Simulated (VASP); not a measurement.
Wanted: the native input for a VASP 6.6.1 run.

| Property | Result |
| --- | --- |
| Task | single point |
| Functional | PBE |
| Dispersion | D3(BJ) |
| Potentials or basis | VASP PAW PBE potentials, release 64 (Cl) |
| Cutoff | 520 eV |
| k mesh | 1 × 1 × 1 |
| Occupations | fermi-dirac, width 0.02 eV |
| Spin | no spin polarisation |
| Dipole correction | no |
| Further INCAR settings | LREAL = Auto; ALGO = Normal; EDIFF = 1e-06; NBANDS = 70 |

The structure of Cl lies in POSCAR:

```
Cl
1.0
    8.4343270000      0.0000000000      0.0000000000
    0.0000000000      8.4343270000      0.0000000000
    0.0000000000      0.0000000000      8.4343270000
Cl
16
Direct
    0.3187952645      0.1536652808      1.0004869380
    0.3719897352      0.2965043971      0.8177440489
    0.6454248526      0.4549166600      0.1454113867
    0.8421429621      0.3472347900      0.0617593323
    0.1928396372      0.7171757635      1.1012475170
    0.1876253905      0.7181036520      0.8554447287
    0.9398790064      0.8217918005      0.5057278399
    0.9696239360      1.0399025047      0.6042354883
    0.4500551908      0.5831676545      0.4156037929
    0.2424300823      0.7068469232      0.4504664825
    0.5933940581      1.0344929344      0.3388991653
    0.6934359773      0.9125531260      0.1577495527
   -0.0494448973      0.4003507720      0.6282613365
   -0.0571960032      0.3750753696      0.3879267122
    0.7681503722      0.7367282687      0.8559896424
    0.5221131354      0.7223344028      0.8364557356
```

The cell was built by a generator and needn't be a form met in nature.

One way to write it, as run:

INCAR

```
SYSTEM = Cl
ALGO     = Normal         ! electronic algorithm
EDIFF    = 1E-6           ! SCF threshold, eV
ENCUT    = 520            ! plane-wave cutoff, eV
GGA      = PE             ! functional
ISIF     = 2              ! what is computed and relaxed
ISMEAR   = -1             ! smearing method
IVDW     = 12             ! dispersion correction
LASPH    = .TRUE.         ! aspherical terms in the spheres
LCHARG   = .TRUE.         ! write CHGCAR
LELF     = .TRUE.         ! ELF
LREAL    = Auto         
LVHAR    = .TRUE.       
LWAVE    = .FALSE.        ! write WAVECAR
NBANDS   = 70             ! bands
NELM     = 100            ! most SCF steps
PREC     = Accurate       ! precision mode
SIGMA    = 0.02           ! smearing width, eV
```

KPOINTS

```
k-points
0
G
  1 1 1
  0 0 0
```

Potentials or basis: VASP PAW PBE potentials, release 64 (Cl).

Run with:

```sh
$ cat potpaw_PBE.64/Cl/POTCAR > POTCAR
$ mpirun -np 1 vasp_gam > vasp.out
```

It gave:

The pressure is -1.1 GPa, the largest force is 0.419 eV/Å and the band gap on the k mesh is 2.09 eV, direct. The dispersion energy per atom is -0.111 eV.

It took 43 s on 1 thread of Intel(R) Xeon(R) Platinum 8488C (Sapphire Rapids) (shared host), peak memory 0.5 GiB.
